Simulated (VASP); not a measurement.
Here is a VASP 6.6.1 calculation.

Contents of INCAR:

```
  PREC = Accurate
  ENCUT = 520
  EDIFF = 1E-6
  ISMEAR = -1
  SIGMA = 0.05
  LREAL = False
  LASPH = True
  NELM = 60
  ALGO = Fast
  ISIF = 2
  LWAVE = False
  LCHARG = False
  GGA = B5
  ALDAX = 1.0
  AGGAX = 1.0
  AGGAC = 1.0
  ALDAC = 0.0
```

File KPOINTS:

```
regular mesh
0
Gamma
  8 8 8
```

File POSCAR:

```
GaP
1.0
    0.0000000000      2.7252500000      2.7252500000
    2.7252500000      0.0000000000      2.7252500000
    2.7252500000      2.7252500000      0.0000000000
Ga P
1 1
Direct
    0.0000000000      0.0000000000      0.0000000000
    0.7500000000      0.7500000000      0.7500000000
```

File KPOINTS_OPT:

```
path GXWKGLUWLK,UX
20
line-mode
reciprocal
 0.0000000000  0.0000000000  0.0000000000  G
 0.5000000000  0.0000000000  0.5000000000  X

 0.5000000000  0.0000000000  0.5000000000  X
 0.5000000000  0.2500000000  0.7500000000  W

 0.5000000000  0.2500000000  0.7500000000  W
 0.3750000000  0.3750000000  0.7500000000  K

 0.3750000000  0.3750000000  0.7500000000  K
 0.0000000000  0.0000000000  0.0000000000  G

 0.0000000000  0.0000000000  0.0000000000  G
 0.5000000000  0.5000000000  0.5000000000  L

 0.5000000000  0.5000000000  0.5000000000  L
 0.6250000000  0.2500000000  0.6250000000  U

 0.6250000000  0.2500000000  0.6250000000  U
 0.5000000000  0.2500000000  0.7500000000  W

 0.5000000000  0.2500000000  0.7500000000  W
 0.5000000000  0.5000000000  0.5000000000  L

 0.5000000000  0.5000000000  0.5000000000  L
 0.3750000000  0.3750000000  0.7500000000  K

 0.6250000000  0.2500000000  0.6250000000  U
 0.5000000000  0.0000000000  0.5000000000  X
```

Potentials or basis: VASP PAW PBE potentials, release 64 (Ga_d, P).

Run with:

```console
$ cat potpaw_PBE.64/Ga_d/POTCAR potpaw_PBE.64/P/POTCAR > POTCAR
$ mpirun -np 1 vasp_std > vasp.out
```

Q: Estimate the band gap along the path.

A: 1.68 eV, indirect (least direct gap 1.73 eV).

Q: Estimate the pressure.

A: 6.5 GPa.

Q: Estimate the band gap on the k mesh.

A: 1.68 eV, indirect (least direct gap 1.73 eV).

Levels at the corners of the path, in eV from the valence-band top:
```tsv
point	band 7	band 8	band 9	band 10	band 11	band 12
Γ	0.00	0.00	0.00	1.73	3.94	3.94
X	-6.76	-2.64	-2.64	1.83	1.94	10.57
X	-6.76	-2.64	-2.64	1.83	1.94	10.57
W	-6.57	-3.49	-3.34	4.85	4.86	6.16
W	-6.57	-3.49	-3.34	4.85	4.86	6.16
K	-6.56	-3.85	-2.22	2.32	4.88	8.28
K	-6.56	-3.85	-2.22	2.32	4.88	8.28
Γ	0.00	0.00	0.00	1.73	3.94	3.94
Γ	0.00	0.00	0.00	1.73	3.94	3.94
L	-6.59	-1.11	-1.11	1.68	4.82	4.82
L	-6.59	-1.11	-1.11	1.68	4.82	4.82
U	-6.56	-3.85	-2.22	2.32	4.88	8.28
U	-6.56	-3.85	-2.22	2.32	4.88	8.28
W	-6.57	-3.49	-3.34	4.85	4.86	6.16
W	-6.57	-3.49	-3.34	4.85	4.86	6.16
L	-6.59	-1.11	-1.11	1.68	4.82	4.82
L	-6.59	-1.11	-1.11	1.68	4.82	4.82
K	-6.56	-3.85	-2.22	2.32	4.88	8.28
U	-6.56	-3.85	-2.22	2.32	4.88	8.28
X	-6.76	-2.64	-2.64	1.83	1.94	10.57
```

Caveat: the PAW data sets were made with another functional, which shifts forces and pressure a little.

**The experiment to reproduce.**

“Stacking defects in GaP nanowires: Electronic structure and optical properties”, 2018, arxiv:1810.01194 quotes, for a bulk crystal of GaP at 10 K: band gap 2.34 eV (indirect).

A measured gap of GaP is 2.34 eV (indirect; 10 K; quoted in “Stacking defects in GaP nanowires: Electronic structure and optical properties”, 2018, arxiv:1810.01194); the calculated 1.68 eV misses it by -0.66 eV. Spin-orbit coupling on Ga is left out. The value is that of BLYP, without temperature or zero-point motion. Semilocal functionals fall short of measured gaps as a rule.
